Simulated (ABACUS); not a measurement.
The system is NaCl.

```xyz
2
Lattice="0.0000 2.7941 2.7941 2.7941 0.0000 2.7941 2.7941 2.7941 0.0000" Properties=species:S:1:pos:R:3 pbc="T T T"
Cl    2.7941    2.7941    2.7941
Na    0.0000    0.0000    0.0000
```

The cell is a database's computed one.

Program: ABACUS 3.10.1. Alike in all runs: task single point; no spin polarisation; cell as given; k mesh 6 × 6 × 6; smearing fermi-dirac 0.05 eV.

Q: Order these runs on this cell by their band gap on the k mesh, lowest first.
A. level HLE16; potentials or basis SG15 ONCV 1.2 PBE, plane waves; cutoff (eV) 1211; SCF threshold on the density 1e-08; eigensolver dav
B. level WC; potentials or basis PseudoDojo NC SR 0.5 PBE standard, plane waves; cutoff (eV) 1211; SCF threshold on the density 1e-08; eigensolver dav
C. level RPBE; potentials or basis SSSP 1.3 efficiency PBE, plane waves; cutoff (eV) 748; SCF threshold on the density 1e-08; eigensolver dav
D. level r2SCAN; potentials or basis SG15 ONCV 1.2 PBE, DZP LCAO (the cutoffs set its grid); cutoff (eV) 1361; SCF threshold on the density 1e-07; eigensolver scalapack_gvx

A: B (5.07 eV), C (5.55 eV), D (5.94 eV), A (7.71 eV).

Caveats: the atomic orbitals were generated for these runs and aren't a published set (some runs); the basis of atomic orbitals isn't converged, which shifts pressures, moduli and gaps (some runs); the potentials were made for a functional far from this one (some runs).
